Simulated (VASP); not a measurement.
# BeS under changes of volume

One of the cells (14.546 Å³/atom); the others are scaled copies at fixed shape and fractional positions:

```
S Be
1.0
     0.00000    2.44106    2.44106
     2.44106    0.00000    2.44106
     2.44106    2.44106    0.00000
S Be
1 1
Direct
  0.75000 0.75000 0.75000
  0.00000 0.00000 0.00000
```

- Program: VASP 6.6.1
- Functional: PBEsol
- Potentials or basis: VASP PAW PBE potentials, release 64 (S, Be)
- Cutoff: 520 eV
- k mesh: 9 × 9 × 9
- Occupations: fermi-dirac, width 0.05 eV
- Spin: no spin polarisation

```csv
volume (Å³/atom),energy over the lowest point (meV/atom),pressure (GPa),gap on the mesh (eV)
13.405,13.18,6.0,2.88
13.690,4.54,3.6,2.93
13.975,0.00,1.4,2.98
14.546,1.74,-2.4,3.07
14.831,7.37,-4.0,3.11
15.116,?,?,?
```

Question: What does the run at 15.116 Å³/atom give?

Answer: Energy over the lowest point 15.79 meV/atom; pressure -5.5 GPa; gap on the mesh 3.14 eV.

Worked out: A Birch-Murnaghan fit of order 3 (a polynomial in V^(-2/3)) to the other rows has its minimum at 14.18 Å³/atom with B0 = V·E''(V) = 97 GPa and B' = 3.8. It gives 15.79 meV/atom at 15.116 Å³/atom, against the run's 15.79, and -dE/dV = -5.5 GPa, against -5.5. A straight line through the other rows of the gap, of slope 2.28 eV per unit of ln V, extrapolates to 3.16 eV, against the run's 3.14.

Energies are extrapolated to zero smearing.

Caveats: the PAW data sets were made with another functional, which shifts forces and pressure a little; an odd mesh through Γ misses points on the zone boundary, where band edges often lie.
